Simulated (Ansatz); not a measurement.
KCl: stiffness from a series of strains

```yaml
crystal:
  lattice:
    - [3.63400, 0.00000, 0.00000]
    - [0.00000, 3.63400, 0.00000]
    - [0.00000, 0.00000, 3.63400]
  atoms:
    - { symbol: K, position: [0.00000, 0.00000, 0.00000] }
    - { symbol: Cl, position: [0.50000, 0.50000, 0.50000] }
```

Atoms are numbered in the order listed.

The cell is COD entry 1000050, as deposited and not checked against the literature; nothing was relaxed.

The calculation used DFT, PBEsol, all-electron LAPW, scalar-relativistic in Ansatz 0.2.0.

Sampling and basis: a Γ-centred 7×7×7 k mesh, Fermi–Dirac smearing of 0.01 eV, basis error target 1 meV/atom, no spin polarisation.

The strain is applied along the Cartesian axes of the cell as listed (γ is the engineering shear, twice εxy = εyz = εzx). Fractional coordinates are held (clamped ions).

σ is the change of stress from the unstrained cell, which is at 2.28 GPa; tension is positive, so slopes are stress–strain coefficients at that pressure.

Only quantities that a quadratic follows smoothly over the whole series are listed; rougher ones are left out.

```
      γ  σxy (GPa)
-0.0200      -0.31
 0.0000       0.00
 0.0100       0.12
 0.0200       0.23
```

Task: Fit the series and read off the stiffness at zero strain.

Result: Least-squares fits y = p0 + p1 x + p2 x² to the rows give σxy (GPa): p1 = 13.5, p2 = -95. So C44 (clamped ions) = 13 GPa.

Task: One run, at γ = -0.0100, is withheld. Predict its row.

Result: The fits give -0.15; the run gave -0.14.
